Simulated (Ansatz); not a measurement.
# Bi2Se3 (Paraguanajuatite) (R-3m) in Ansatz: a series of runs

One crystal, Bi2Se3 (Paraguanajuatite), is run at these levels: PBE+D3(BJ), revPBE, PBE; tasks: relaxation of cell and atoms, single point.

All numbers are computed with Ansatz 0.2.0; they aren't measurements. Logs are shortened: lines on timing, memory, paths and dates and some standing lists are left out, and cuts for length are marked.

### 1 Starting point

The structure is trigonal, space group R-3m (No. 166). Conventional cell: a = 4.143 Å, b = 4.143 Å, c = 28.636 Å, α = 90.00°, β = 90.00°, γ = 120.00°. Bi (site symmetry 3m) has 6 Se at 2.85 to 3.07 Å as nearest neighbours. Around Se (site symmetry 3m) lie 3 Bi at 2.85 Å. Se (site symmetry -3m) has 6 Bi at 3.07 Å as nearest neighbours.

### 2 Relaxation of cell and atoms, PBE+D3(BJ)

The input, input.yaml:

```yaml
crystal:
  lattice:
    - [2.0715, 1.1959810826, 9.5453333333]
    - [-2.0715, 1.1959810826, 9.5453333333]
    - [0.0, -2.3919621653, 9.5453333333]
  atoms:
    - { symbol: Bi, position: [0.5992, 0.5992, 0.5992] }
    - { symbol: Bi, position: [0.4008, 0.4008, 0.4008] }
    - { symbol: Se, position: [0.7883, 0.7883, 0.7883] }
    - { symbol: Se, position: [0.2117, 0.2117, 0.2117] }
    - { symbol: Se, position: [0.0, 0.0, 0.0] }
hamiltonian:
  xc: pbe
  pseudopotentials: { kind: paw }
  dispersion: d3bj
kpoints:
  mp_grid: { grid: [8, 8, 8] }
scf:
  occupations: { method: fermi_dirac, width: 0.05 }
output:
  forces: true
  stress: true
relax:
  f_tol: 0.01
  max_steps: 40
  cell: { stress_tol: 0.05 }
```

Potentials or basis: Ansatz PAW.

On the command line:

```sh
$ ansatz run input.yaml --threads 2 --pin off --max-ram 5120MiB --backend cpu --events-out ev --progress --plain --runs-dir out
```

What it wrote:

```text
Warning: RAYON_NUM_THREADS=2 ignored (pool sized by the plan → 2); use --threads N
basis.fft_grid_basis auto: the FFT boxes are laid along the combinations [[1, 0, -1], [0, 1, -1], [0, 0, 1]] of the cell's own vectors, 4.143, 4.143 and 9.840 Å long. The dense box has 30×30×72 points. Along the cell's own vectors, as sized, it would have 72×72×72, 5.76 times as many. Of the 12 symmetry operations that the crystal satisfies within crystal.symmetry.tolerance (time reversal apart; of a slab, those that keep its plane) the dense box along the cell's own vectors carries 12, and the one as laid loses 8 of those. basis.fft_grid_basis: typed keeps the cell's own vectors: state it where this run's energies or levels are differenced outside the engine with another run's, or held beside a run that keeps those vectors.
Engine: ansatz 0.2.0, aarch64-unknown-linux-gnu
Pseudopotentials: kind: paw
Pseudopotential: Bi, paw, valence charge 15, recommended cutoff 420 eV (normal), Bi.paw.azcp
Pseudopotential: Se, paw, valence charge 16, recommended cutoff 420 eV (normal), Se.paw.azcp
Functional definition: PBE
  parameter kappa = 0.804
  parameter beta = 0.06672455060314922
  exchange = pbe_x(kappa = kappa, mu = beta*pi^2/3)
  correlation = pbe_c(beta = beta)
Crystal: 5 atoms, lattice volume = 141.890 Å³
Basis set: ecut = 420 eV, 2743 PW (Γ), FFT grids on a1−a3, a2−a3, a3, exchange–correlation on 60×60×144 points (8 copies of the dense FFT grid, shifted against one another)
Bands: 47, of which v1, the nominal top of the filled ones, is band 39 counted from 1 (38 counted from 0)
Symmetry: 12 space group operations
Space group: R-3m (ITA 166), of the structure as read, at distance tolerance 5.2e-5 Å
k-points: 65 of 512
Non-local potential: Bi, projectors of the file, l = 0: 2, l = 1: 2, l = 2: 2, l = 3: 2
Non-local potential: Se, projectors of the file, l = 0: 2, l = 1: 2, l = 2: 3, l = 3: 1
PAW form: soft (Blöchl's): semilocal exchange-correlation on the pseudo side does not see the compensation charge
PAW one-centre angular grid: Bi, 590 points (default); XC on 64 Gauss nodes
PAW one-centre angular grid: Se, 590 points (default); XC on 64 Gauss nodes
Initial density: superposition of atomic densities (neutral atoms: chi_scale 0, normalization atom), corrected by the library's trained network
Initial wavefunctions: pseudopotential atomic-orbital guess
Functional: x = pbe(κ = 0.804, μ = 0.2195149727645171), c = pbe(β = 0.06672455060314922)
SCF iter   1: F=—  HF=-41204.217489 eV  |F-HF|=—  |Δ(HF+E_count)|=         —  Δρ=1.24e-3  dr2=3.26e-3  ethr=1.77e-3  ⟨swp⟩=8.3  Hψ=12428  notcnv=0  defer=8
preconditioner: auto → Resta (q_TF=auto, 2.469 Å⁻¹)  ε∞=4.1  [insulator: Δε(μ)=0.207 eV  Ē_g=9.365 eV  σ=0.050 eV  W_gap=0.78  n_scr=36 (ndim 8)  ℏωp=16.5 eV  f_vac=0.033  D(μ)=0.02/eV (n_scr^D=0)  ε∞_Penn≈4.1]
SCF iter   2: F=—  HF=-41204.215726 eV  |F-HF|=—  |Δ(HF+E_count)|=   1.76e-3  Δρ=5.91e-4  dr2=4.64e-4  ethr=4.18e-6  ⟨swp⟩=2.0  Hψ=6064  notcnv=0  defer=28
SCF iter   3: F=—  HF=-41204.215888 eV  |F-HF|=—  |Δ(HF+E_count)|=   1.62e-4  Δρ=2.98e-4  dr2=1.28e-4  ethr=5.94e-7  ⟨swp⟩=2.1  Hψ=3777  notcnv=0  defer=28
SCF iter   4: F=—  HF=-41204.216002 eV  |F-HF|=—  |Δ(HF+E_count)|=   1.14e-4  Δρ=1.03e-4  dr2=4.16e-5  ethr=1.65e-7  ⟨swp⟩=2.0  Hψ=4486  notcnv=0  defer=28
SCF iter   5: F=—  HF=-41204.216008 eV  |F-HF|=—  |Δ(HF+E_count)|=   5.55e-6  Δρ=4.09e-5  dr2=3.37e-6  ethr=5.34e-8  ⟨swp⟩=3.0  Hψ=5518  notcnv=0  defer=28
SCF iter   6: F=—  HF=-41204.216011 eV  |F-HF|=—  |Δ(HF+E_count)|=   3.18e-6  Δρ=1.24e-5  dr2=3.56e-7  ethr=4.33e-9  ⟨swp⟩=2.0  Hψ=5502  notcnv=0  defer=28
SCF iter   7: F=-41204.216011 eV  HF=-41204.216011 eV  |F-HF|=3.19e-8  |Δ(HF+E_count)|=   3.24e-7  Δρ=5.18e-6  dr2=4.04e-8  ethr=1.28e-10  ⟨swp⟩=5.0  Hψ=11476  notcnv=0
SCF 1 converged in 7 iterations: F = -41204.216011 eV  dr2 = 4.04e-8
relax step   1: F+E_penalty+E_count = -41204.21601107 eV  Δ(F+E_penalty+E_count) = +0.000e0 eV  max|allowed force component| = 1.660e-1 eV/Å  Δτ_max = 0.0000 Å  P = +0.189 GPa  Ω = 141.890 Å³  (7 SCF iters, dr2 threshold 1.00e-7 eV, accepted)
Crystal: 5 atoms, lattice volume = 141.622 Å³
Initial density: handed on by an earlier stage of this run
Initial wavefunctions: those handed on with the density
iter 1 solved again at ethr=7.93e-6 eV; its pass at ethr=3.10e-3 eV (dr2=6.19e-3 eV) is discarded
SCF iter   1: F=—  HF=-41204.215623 eV  |F-HF|=—  |Δ(HF+E_count)|=         —  Δρ=1.85e-3  dr2=6.12e-3  ethr=7.93e-6  ⟨swp⟩=2.0  Hψ=12302  notcnv=0
preconditioner: auto → Resta (q_TF=auto, 2.470 Å⁻¹)  ε∞=4.1  [insulator: Δε(μ)=0.155 eV  Ē_g=9.321 eV  σ=0.050 eV  W_gap=0.65  n_scr=36 (ndim 8)  ℏωp=16.5 eV  f_vac=0.031  D(μ)=0.03/eV (n_scr^D=0)  ε∞_Penn≈4.1]
SCF iter   2: F=—  HF=-41204.214098 eV  |F-HF|=—  |Δ(HF+E_count)|=   1.52e-3  Δρ=7.96e-4  dr2=1.57e-3  ethr=7.85e-6  ⟨swp⟩=2.0  Hψ=3661  notcnv=0
SCF iter   3: F=—  HF=-41204.213779 eV  |F-HF|=—  |Δ(HF+E_count)|=   3.19e-4  Δρ=4.14e-4  dr2=4.30e-4  ethr=2.02e-6  ⟨swp⟩=2.2  Hψ=3793  notcnv=0
SCF iter   4: F=—  HF=-41204.213721 eV  |F-HF|=—  |Δ(HF+E_count)|=   5.74e-5  Δρ=1.22e-4  dr2=5.60e-5  ethr=5.51e-7  ⟨swp⟩=2.5  Hψ=4698  notcnv=0
[... 33 lines left out ...]
Crystal: 5 atoms, lattice volume = 140.994 Å³
Basis set: ecut = 420 eV, 2713 PW (Γ), FFT grids on a1−a3, a2−a3, a3, exchange–correlation on 60×60×144 points (8 copies of the dense FFT grid, shifted against one another)
iter 1 solved again at ethr=3.49e-8 eV; its pass at ethr=3.10e-3 eV (dr2=2.72e-5 eV) is discarded
SCF iter   1: F=—  HF=-41204.221010 eV  |F-HF|=—  |Δ(HF+E_count)|=         —  Δρ=1.37e-4  dr2=1.76e-5  ethr=3.49e-8  ⟨swp⟩=3.0  Hψ=15380  notcnv=0
preconditioner: auto → Resta (q_TF=auto, 2.472 Å⁻¹)  ε∞=4.1  [insulator: Δε(μ)=0.161 eV  Ē_g=9.357 eV  σ=0.050 eV  W_gap=0.67  n_scr=36 (ndim 8)  ℏωp=16.5 eV  f_vac=0.029  D(μ)=0.03/eV (n_scr^D=0)  ε∞_Penn≈4.1]
SCF iter   2: F=—  HF=-41204.221000 eV  |F-HF|=—  |Δ(HF+E_count)|=   1.02e-5  Δρ=6.94e-5  dr2=4.28e-6  ethr=2.26e-8  ⟨swp⟩=2.0  Hψ=4568  notcnv=0
SCF iter   3: F=—  HF=-41204.220995 eV  |F-HF|=—  |Δ(HF+E_count)|=   5.06e-6  Δρ=2.23e-5  dr2=2.03e-6  ethr=5.49e-9  ⟨swp⟩=3.0  Hψ=5600  notcnv=0
SCF iter   4: F=—  HF=-41204.220995 eV  |F-HF|=—  |Δ(HF+E_count)|=   4.87e-9  Δρ=8.24e-6  dr2=2.35e-7  ethr=2.60e-9  ⟨swp⟩=1.6  Hψ=3246  notcnv=0
SCF iter   5: F=—  HF=-41204.220995 eV  |F-HF|=—  |Δ(HF+E_count)|=   5.97e-8  Δρ=2.76e-6  dr2=1.81e-8  ethr=3.01e-10  ⟨swp⟩=2.0  Hψ=5527  notcnv=0
SCF iter   6: F=-41204.220995 eV  HF=-41204.220995 eV  |F-HF|=1.80e-9  |Δ(HF+E_count)|=   8.42e-9  Δρ=1.05e-6  dr2=2.64e-9  ethr=2.05e-11  ⟨swp⟩=4.4  Hψ=10992  notcnv=0
SCF 5 converged in 6 iterations: F = -41204.220995 eV  dr2 = 2.64e-9
relax step   5: F+E_penalty+E_count = -41204.22099461 eV  Δ(F+E_penalty+E_count) = -1.062e-4 eV  max|allowed force component| = 4.022e-3 eV/Å  Δτ_max = 0.0026 Å  P = -0.003 GPa  Ω = 140.994 Å³  energy of the carried Pulay correction = +1.275e-4 eV  (6 SCF iters, dr2 threshold 1.60e-8 eV, accepted)
Initial wavefunctions: pseudopotential atomic-orbital guess (no wavefunctions were taken with the density)
iter 1 solved again at ethr=1.60e-7 eV; its pass at ethr=3.10e-3 eV (dr2=1.25e-4 eV) is discarded
SCF iter   1: F=—  HF=-41204.220890 eV  |F-HF|=—  |Δ(HF+E_count)|=         —  Δρ=8.46e-6  dr2=2.19e-8  ethr=1.60e-7  ⟨swp⟩=3.2  Hψ=21094  notcnv=0
eigensolver tolerance schedule: the retry pair's looser diagonalisation over-reported the residual by 5705.39 of it (diagonalisation noise at 0.42 of the residual, at the tolerance the schedule requests for it); recorded, not acted on — ethr = c·dr2/N_el stays at c = 1.0e-1
SCF iter   2: F=—  HF=-41204.220867 eV  |F-HF|=—  |Δ(HF+E_count)|=   2.36e-5  Δρ=4.29e-6  dr2=5.58e-9  ethr=2.80e-11  ⟨swp⟩=3.2  Hψ=6540  notcnv=0
SCF iter   3: F=—  HF=-41204.220867 eV  |F-HF|=—  |Δ(HF+E_count)|=   7.34e-9  Δρ=1.16e-6  dr2=1.16e-9  ethr=7.16e-12  ⟨swp⟩=2.0  Hψ=3829  notcnv=0
SCF iter   4: F=—  HF=-41204.220867 eV  |F-HF|=—  |Δ(HF+E_count)|=  8.51e-10  Δρ=2.72e-7  dr2=3.22e-10  ethr=1.49e-12  ⟨swp⟩=2.0  Hψ=4939  notcnv=0
SCF iter   5: F=-41204.220867 eV  HF=-41204.220867 eV  |F-HF|=4.37e-11  |Δ(HF+E_count)|=  5.82e-11  Δρ=1.36e-7  dr2=4.65e-11  ethr=1.00e-12  ⟨swp⟩=3.9  Hψ=12971  notcnv=0
SCF 6 converged in 5 iterations: F = -41204.220867 eV  dr2 = 4.65e-11
relax step   6: F+E_penalty+E_count = -41204.22086657 eV  Δ(F+E_penalty+E_count) = +1.280e-4 eV  max|allowed force component| = 4.014e-3 eV/Å  Δτ_max = 0.0000 Å  P = -0.003 GPa  Ω = 140.994 Å³  stress off target by 1.45e-2 GPa  SCF on the basis re-selected at this cell (its energy is not comparable with the rows above)  (5 SCF iters)
basis re-selected at this cell: Δ(F+E_penalty+E_count) = +1.280e-4 eV, ΔP = +0.000 GPa vs the last step (what re-selecting the basis moved, of the pressure what is left beyond the Pulay correction that the steps carried, after the strain that the cell walked since its last selection, with what the two solves' SCF thresholds leave and, on support functions, any second-order correction that the steps lacked; it is no measure of the basis error at this ecutwfc). This SCF's stress stands 1.45e-2 GPa from its target on what of the cell is left free (relax.cell.stress_tol is 5.00e-2 GPa) and its largest allowed force component is 4.01e-3 eV/Å (relax.f_tol is 1.00e-2 eV/Å): within both
SCF converged after 5 iterations
Free energy (F): -41204.220867 eV
Harris-Foulkes:  -41204.220867 eV  (|F-HF|=4.37e-11)
Internal energy: -41204.220623 eV  (E = F + TS)
E sigma→0 (E₀):  -41204.220745 eV
Entropy (-TS):   -0.000244 eV (-0.049 meV/atom)
Fermi energy:    9.307139 eV
--- Per-component energies (eV) ---
  E_band       = -1332.026114
  E_kinetic    = 957.696500
  E_local      = -10290.015451  (includes V_loc(G=0)·N_el)
  E_nonlocal   = -663.282209
  E_hartree    = 4581.565166
  E_xc         = -616.974055
  E_vxc        = -584.851573  (∫ρ·V_xc dr)
  E_paw        = -27059.134867  (= ΣΔE_a)
  E_vpaw       = 85.299040  (= ΣTr[D̂ρ^β])
  E_aug_tail   = -0.002627  (compensation charges beyond the density's cutoff)
  E_ewald      = -8112.056710
  E_disp       = -2.016371  (pairwise vdW)
  E_smearing   = -0.000244  (= −TS)
  E_closure    = 0.000000  (closes the sum)
  Σ components = -41204.220867   (vs F -41204.220867, Δ=0.00e0)
--- Forces (eV/Å), atoms counted from 1 ---
  atom   1  Bi    -0.00000000     0.00000000    -0.00401368
  atom   2  Bi     0.00000000    -0.00000000     0.00401368
  atom   3  Se    -0.00000000     0.00000000    -0.00348411
  atom   4  Se     0.00000000    -0.00000000     0.00348411
  atom   5  Se    -0.00000000    -0.00000000    -0.00000000
  max |Σ_I F_I| component: 1.73e-18 eV/Å
--- Stress (GPa, compression-positive) ---
        0.002779       0.000000      -0.000000
        0.000000       0.002779       0.000000
       -0.000000       0.000000      -0.014531
  P = ⅓ Tr σ = -0.0030 GPa (-0.030 kbar)
--- Relaxed structure (5 steps of the walk, 4 accepted, 1 SCFs on fresh bases) ---
  F+E_penalty+E_count = -41204.22086657 eV   max|allowed force component| = 4.014e-3 eV/Å   (the final SCF, on the basis selected at the relaxed cell)
  cell:  # Å, volume = 140.9941 Å³
    - [2.072019300645866, 1.196280900977437, 9.480314924936785]
    - [-2.072019300645866, 1.196280900977437, 9.480314924936785]
    - [-1.7003875380220072e-33, -2.3925618020045327, 9.480314924930518]
  atoms:
    - { symbol: Bi, position: [0.5991148794029293, 0.5991148794029293, 0.5991148794029294] }
    - { symbol: Bi, position: [0.40088512059707077, 0.40088512059707077, 0.4008851205970708] }
    - { symbol: Se, position: [0.7895355157591001, 0.7895355157591001, 0.7895355157591] }
    - { symbol: Se, position: [0.2104644842409001, 0.2104644842409001, 0.21046448424090014] }
    - { symbol: Se, position: [1.817352433280068e-20, 1.817352433280056e-20, 1.8173524332882445e-20] }
```

Wall time 69 s (2 threads of Arm Neoverse V1, shared host); peak memory 0.63 GiB.

Results:

| Quantity | Value |
| --- | --- |
| Free energy | -41204.2209 eV |
| Relaxed volume | 28.20 Å³/atom |
| Relaxed cell | a = 9.778 Å, b = 9.778 Å, c = 9.778 Å, α = 24.47°, β = 24.47°, γ = 24.47° |
| Space group after relaxing (to 0.05 Å) | R-3m (No. 166) |
| Energy gained by relaxing | 1.0 meV/atom |
| Ionic steps | 5 |
| Pressure after relaxing | 0.0 GPa |
| Largest force after relaxing | 0.004 eV/Å |

Forces in eV/Å, atoms in the order of the input:
```
Bi   0.000  0.000 -0.004
Bi   0.000  0.000  0.004
Se   0.000  0.000 -0.003
Se   0.000  0.000  0.003
Se   0.000  0.000  0.000
```

The path:
```tsv
step	energy change (eV)	largest force (eV/Å)	volume (Å³)
1	0.0000	0.1660	141.89
2	-0.0042	0.0273	141.67
3	-0.0049	0.0030	141.09
4	-0.0050	0.0040	140.99
5	-0.0049	0.0040	140.99
```

Final structure:
```
Bi Se
1.0
     2.07202    1.19628    9.48031
    -2.07202    1.19628    9.48031
     0.00000   -2.39256    9.48031
Bi Se
2 3
Direct
  0.59911 0.59911 0.59911
  0.40089 0.40089 0.40089
  0.78954 0.78954 0.78954
  0.21046 0.21046 0.21046
  0.00000 0.00000 0.00000
```

Caveat: the plane-wave basis is chosen anew once the cell has moved, so the energies of steps on either side of that aren't comparable; spin-orbit coupling is left out, which moves the levels of the heavy elements.

### 3 Relaxation of cell and atoms, revPBE

input.yaml, as its differences from that of step 2:

```diff
@@ -12,5 +12,4 @@
 hamiltonian:
-  xc: pbe
+  xc: revpbe
   pseudopotentials: { kind: paw }
-  dispersion: d3bj
 kpoints:
```

Potentials or basis: Ansatz PAW.

On the command line:

```sh
$ ansatz run input.yaml --threads 2 --pin off --max-ram 5120MiB --backend cpu --events-out ev --progress --plain --runs-dir out
```

Run time: 3.3 min. Hardware: 2 threads of Arm Neoverse V1, shared host; peak memory 0.72 GiB.

It converged, with:

| Item | Value |
| --- | --- |
| Free energy | -41237.4895 eV |
| Relaxed volume | 37.69 Å³/atom |
| Relaxed cell | a = 12.453 Å, b = 12.453 Å, c = 12.453 Å, α = 19.51°, β = 19.51°, γ = 19.51° |
| Space group after relaxing (to 0.05 Å) | R-3m (No. 166) |
| Energy gained by relaxing | 51.0 meV/atom |
| Ionic steps | 14 |
| Pressure after relaxing | 0.0 GPa |
| Band gap on the k mesh | 0.90 eV |

Forces on the atoms (eV/Å):
```
Bi   0.000  0.000 -0.001
Bi   0.000  0.000  0.001
Se   0.000  0.000 -0.003
Se   0.000  0.000  0.003
Se   0.000  0.000  0.000
```

Step by step:
| step | energy change (eV) | largest force (eV/Å) | volume (Å³) |
| --- | --- | --- | --- |
| 1 | 0.0000 | 0.1606 | 141.89 |
| 2 | -0.0948 | 0.4610 | 160.33 |
| 3 | -0.1721 | 0.0225 | 159.57 |
| 4 | -0.1994 | 0.0843 | 161.07 |
| 5 | -0.2192 | 0.0632 | 166.39 |
| 6 | -0.2228 | 0.1020 | 171.45 |
| 7 | -0.2243 | 0.0036 | 170.89 |
| 8 | -0.2368 | 0.0048 | 170.89 |
| 9 | -0.2441 | 0.0198 | 174.97 |
| 10 | -0.2512 | 0.0024 | 181.79 |
| 11 | -0.2524 | 0.0031 | 184.49 |
| 12 | -0.2528 | 0.0051 | 188.85 |
| 13 | -0.2528 | 0.0025 | 188.44 |
| 14 | -0.2552 | 0.0029 | 188.44 |

Final structure:
```
Bi Se
1.0
     2.11050    1.21850   12.21245
    -2.11050    1.21850   12.21245
     0.00000   -2.43700   12.21245
Bi Se
2 3
Direct
  0.61305 0.61305 0.61305
  0.38695 0.38695 0.38695
  0.76286 0.76286 0.76286
  0.23714 0.23714 0.23714
  0.00000 0.00000 0.00000
```

Caveat: the volume moved by over 15 % at a fixed basis, so the end points are rough; the plane-wave basis is chosen anew once the cell has moved, so the energies of steps on either side of that aren't comparable; spin-orbit coupling is left out, which as a rule narrows the gap of such compounds by several tenths of an eV; the volume moved by +33 % from the deposited cell, more than functionals usually miss; the PAW data sets come from PBE, with cores solved anew for the run's functional, which leaves a small shift of forces and pressure. Zero-point motion and thermal expansion aren't in these numbers.

### 4 Single point, PBE

input.yaml, as its differences from that of step 3:

```diff
@@ -12,3 +12,3 @@
 hamiltonian:
-  xc: revpbe
+  xc: pbe
   pseudopotentials: { kind: paw }
@@ -18,2 +18,4 @@
   occupations: { method: fermi_dirac, width: 0.05 }
+basis:
+  ecutwfc: "250 eV"
 output:
@@ -21,5 +23,2 @@
   stress: true
-relax:
-  f_tol: 0.01
-  max_steps: 40
-  cell: { stress_tol: 0.05 }
+  eigenvalues: true
```

On the command line:

```sh
$ ansatz run input.yaml --threads 2 --pin off --max-ram 5120MiB --backend cpu --events-out ev --progress --plain --runs-dir out
```

Run time: 5.7 s. Hardware: 2 threads of Arm Neoverse V1, shared host; peak memory 0.45 GiB.

It converged, with:

```
Free energy            : -41199.0039 eV
Pressure               : 2.6 GPa
Largest force          : 0.154 eV/Å
Band gap on the k mesh : 0.24 eV, direct
```

Forces on the atoms (eV/Å):
```
Bi   0.000  0.000  0.154
Bi   0.000  0.000 -0.154
Se   0.000  0.000  0.132
Se   0.000  0.000 -0.132
Se   0.000  0.000  0.000
```

Levels at points of the mesh, in eV from the valence-band top:
```csv
k point,band 35,band 36,band 37,band 38,band 39,band 40,band 41,band 42,band 43,band 44
"(0.00, 0.00, 0.00)",-1.85,-1.85,-1.22,-1.22,0.00,0.24,1.45,1.45,2.16,2.79
"(0.00, 0.00, -0.50)",-3.00,-2.97,-2.15,-1.24,-0.56,0.88,1.99,3.00,3.19,4.09
"(0.00, -0.50, -0.50)",-2.55,-1.88,-1.87,-1.65,-1.01,1.36,2.01,2.63,3.03,3.58
"(-0.50, -0.50, -0.50)",-1.61,-1.55,-1.39,-1.39,-0.42,0.66,1.76,1.76,2.10,2.45
```

Caveat: the pressure holds a Pulay correction of +27.7 GPa for the finite cutoff; spin-orbit coupling is left out, which as a rule narrows the gap of such compounds by several tenths of an eV; the cutoff lies under the one recommended for these potentials. A k mesh can miss the band edges.

### 5 Summary

```tsv
task	level	cell	cutoff (eV)	gap on the mesh (eV)	pressure (GPa)	relaxed volume (Å³/atom)
relaxation of cell and atoms	PBE+D3(BJ)	relaxed	420	-	0.0	28.20
relaxation of cell and atoms	revPBE	relaxed	420	0.90	0.0	37.69
single point	PBE	as given	250	0.24	2.6	-
```

Alike in all rows: potentials or basis Ansatz PAW; no spin polarisation; k mesh 8 × 8 × 8; smearing fermi-dirac 0.05 eV.

Caveats: the plane-wave basis is chosen anew once the cell has moved, so the energies of steps on either side of that aren't comparable (some runs); spin-orbit coupling is left out, which as a rule narrows the gap of such compounds by several tenths of an eV (some runs); spin-orbit coupling is left out, which moves the levels of the heavy elements (some runs); the volume moved by over 15 % at a fixed basis, so the end points are rough (some runs); the volume moved by +33 % from the deposited cell, more than functionals usually miss (some runs); the PAW data sets come from PBE, with cores solved anew for the run's functional, which leaves a small shift of forces and pressure (some runs); the pressure holds a Pulay correction of +27.7 GPa for the finite cutoff (some runs).

Absolute energies hang on the potentials; compare differences alone.
